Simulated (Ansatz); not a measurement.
Runs of Ansatz 0.2.0 on MoS2. The cell holds a slab with vacuum, 6 atoms: a = 3.185 Å, b = 3.185 Å, c = 21.671 Å, α = 90.00°, β = 90.00°, γ = 120.00°. 

```csv
task,level,cell,points for each segment of the path,gap on the mesh (eV),relaxed volume (Å³/atom)
relaxation of cell and atoms,LDA,relaxed,-,1.23,30.04
relaxation of cell and atoms,BLYP+D3(BJ),relaxed,-,0.71,17.27
band structure,LDA,as given,14,1.36,-
relaxation of cell and atoms,BLYP+D4,relaxed,-,(a),(b)
```

Alike in all rows: potentials or basis Ansatz PAW; no spin polarisation; k mesh 10 × 10 × 2; cutoff (eV) 420; smearing fermi-dirac 0.05 eV.

Q: Fill in the values left out.

A: (a) 1.14; (b) 31.20.

Caveats: the PAW data sets come from PBE, with cores solved anew for the run's functional, which leaves a small shift of forces and pressure; the plane-wave basis is chosen anew once the cell has moved, so the energies of steps on either side of that aren't comparable (some runs); the volume moved by over 15 % at a fixed basis, so the end points are rough (some runs); the k mesh misses the band edges, so the gap on the mesh is wider than the one along the path (some runs).

A k mesh can miss the band edges, and the runs leave out spin-orbit coupling on Mo.

Runs at the PBE level aren't shown here.
